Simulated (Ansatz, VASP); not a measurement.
**One calculation of Nb, two programs**

```
CELL_PARAMETERS angstrom
0.04230 2.13615 2.13615
2.13615 0.04230 2.13615
2.13615 2.13615 0.04230
ATOMIC_POSITIONS crystal
Nb 0.00000 0.00000 0.00000
```

Change from the starting cell: equal xy, yz and zx shear strains of +2 %.

Alike in both runs: task single point; functional PBEsol; k mesh 13 × 13 × 13; occupations fermi-dirac, width 0.08 eV; no spin polarisation.

|  | VASP | Ansatz |
| --- | --- | --- |
| version | VASP 6.6.1 | Ansatz 0.2.0 |
| potentials or method | VASP PAW PBE potentials, release 64 (Nb_sv), cutoff 520 eV | all-electron LAPW, scalar-relativistic |

```csv
,VASP,Ansatz,Ansatz less VASP
pressure (GPa),-6.9,-6.7,+0.26
largest component of the traceless stress (GPa),0.84,0.85,+0.017
```

Ansatz ran all-electron here, so the differences hold the error of VASP's frozen core and of both bases.

Caveats: the PAW data sets were made with another functional, which shifts forces and pressure a little (VASP).
